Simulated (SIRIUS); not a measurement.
Crystal: CuO.

```
Cu O
1.0
     2.83633    0.00000    0.00000
    -1.41816    2.45633    0.00000
     0.00000    0.00000    2.76811
Cu O
1 1
Direct
  0.00000 0.00000 0.00000
  0.66667 0.33333 0.50000
```

Measurements of this composition are mostly on another form, of space group No. 15.

Base run:

| Item | Value |
| --- | --- |
| Program | SIRIUS 7.10.0 |
| Functional | PBE |
| Potentials or basis | PseudoDojo 0.4.1 PBE standard (scalar relativistic) |
| Cutoff | 1254 eV |
| Density cutoff | 5016 eV |
| k mesh | 9 × 9 × 8 |
| Occupations | fermi-dirac, width 0.05 eV |
| Spin | no spin polarisation |

Its results: band gap on the k mesh none (metal or under the smearing width); pressure -1.0 GPa.

**Question.** After a change of settings the same cell gave: band gap on the k mesh none (metal or under the smearing width); pressure -9.8 GPa. Which change was it?
A. functional from PBE to revPBE; libxc names from ["XC_GGA_X_PBE", "XC_GGA_C_PBE"] to ["XC_GGA_X_PBE_R", "XC_GGA_C_PBE"]
B. k mesh from 9 × 9 × 8 to 11 × 11 × 10
C. functional from PBE to PBEsol; libxc names from ["XC_GGA_X_PBE", "XC_GGA_C_PBE"] to ["XC_GGA_X_PBE_SOL", "XC_GGA_C_PBE_SOL"]
D. functional from PBE to BLYP; libxc names from ["XC_GGA_X_PBE", "XC_GGA_C_PBE"] to ["XC_GGA_X_B88", "XC_GGA_C_LYP"]

**Answer.** C.

Caveats: an odd number of electrons without spin polarisation forces a metal; a magnetic or distorted state may lie lower; the run has no spin polarisation, though such a crystal can be magnetic; semilocal functionals often make such compounds metallic where correlation or magnetic order opens a gap, which also shifts bond lengths; the potentials were made for another functional, which shifts forces and pressure (some runs).

Not every run made on this cell is shown here.
